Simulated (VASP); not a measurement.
Ga, 1 atom in the cell. It takes space group Im-3m (No. 229, cubic). Conventional cell: a = 3.397 Å, b = 3.397 Å, c = 3.397 Å, α = 90.00°, β = 90.00°, γ = 90.00°. Ga (site symmetry m-3m) has 8 Ga at 2.94 Å as nearest neighbours. The cell was built by a generator and needn't be a form met in nature.

| Item | Value |
| --- | --- |
| Program | VASP 6.6.1 |
| Task | single point |
| Functional | PBE |
| Potentials or basis | VASP PAW PBE potentials, release 64 (Ga_d) |
| Cutoff | 520 eV |
| k mesh | 8 × 8 × 8 |
| Occupations | gaussian, width 0.05 eV |
| Spin | no spin polarisation |
| Dipole correction | no |
| Further INCAR settings | ALGO = Normal; EDIFF = 1e-06; NBANDS = 12 |

Potentials or basis: VASP PAW PBE potentials, release 64 (Ga_d).

Run with:

```bash
$ cat potpaw_PBE.64/Ga_d/POTCAR > POTCAR
$ mpirun -np 1 vasp_std > vasp.out
```

Hardware: 1 thread of Intel(R) Xeon(R) Platinum 8488C (Sapphire Rapids), on a shared host.

Q: Estimate the wall time of this run.

A: Wall time 3.5 s on 1 thread of Intel(R) Xeon(R) Platinum 8488C (Sapphire Rapids) (shared host), peak memory 0.13 GiB. Counts: scf iterations 11, k points 29.
